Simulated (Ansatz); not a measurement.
# Cs: course of a relaxation

These are results of DFT PBE, scalar-relativistic, plane waves, PAW (Ansatz 0.2.0), not measurements. Run with 420 eV cutoff, 16×16×16 k-mesh, Gaussian smearing of 0.10 eV, no spin polarisation.

What was changed: relaxed at 30 GPa.

Other phases may be more stable at this pressure.

Input:

```yaml
crystal:
  lattice:
    - [1.877858153, -2.7467857961, -0.0948210888]
    - [1.877858153, 2.7467857961, -0.0948210888]
    - [-1.7399999051, 0.0, 2.8380918263]
  atoms:
    - { symbol: Cs, position: [0.0, 0.0, 0.5] }
basis:
  ecutwfc: 420
kpoints:
  mp_grid: { grid: [16, 16, 16] }
hamiltonian:
  xc: pbe
scf:
  occupations: { method: gaussian, width: 0.1 }
output:
  forces: true
  stress: true
  eigenvalues: true
relax:
  adjacent_minimum: "off"
  f_tol: 0.008
  max_steps: 50
  cell: { stress_tol: 0.08, p_target: 30.0 }
```

F is the free energy. Steps run on the plane waves of an earlier cell, but the last one, and at times one on the way, on a freshly chosen basis, so a repeated geometry can differ a little in energy. The relaxation lowers the enthalpy F + PV at the target pressure, so F itself can rise.

Steps:

```tsv
step	F − F(1) (eV)	largest force component (eV/Å)	V (Å³/atom)	P (GPa)
1	0.0000	0.000	28.372	20.16
2	0.6767	0.000	24.442	37.11
3	0.3670	0.000	25.949	29.10
4	0.3998	0.000	25.771	29.94
5	0.4025	0.000	25.757	30.01
6	0.4068	0.000	25.733	30.13
7	0.4202	0.000	25.662	30.49
8	0.4014	0.000	25.761	30.00
9	0.4014	0.000	25.761	30.01
```

Relaxed structure:

```cif
data_structure
_symmetry_space_group_name_H-M 'P 1'
_symmetry_Int_Tables_number 1
_cell_length_a 3.2226
_cell_length_b 3.2226
_cell_length_c 3.2233
_cell_angle_alpha 109.146
_cell_angle_beta 109.146
_cell_angle_gamma 110.140
_cell_volume 25.76
loop_
_atom_site_label
_atom_site_type_symbol
_atom_site_fract_x
_atom_site_fract_y
_atom_site_fract_z
_atom_site_occupancy
Cs1 Cs 0.00000 0.00000 0.50000 1
```

Symmetry: I4/mmm, No. 139, tetragonal system. The conventional cell has a = 3.736 Å, b = 3.736 Å, c = 3.690 Å, α = 90.00°, β = 90.00°, γ = 90.00°. Cs (site symmetry 4/mmm) is surrounded by 14 Cs at 3.22 to 3.74 Å.

The run converged. The run took about 70 core-seconds.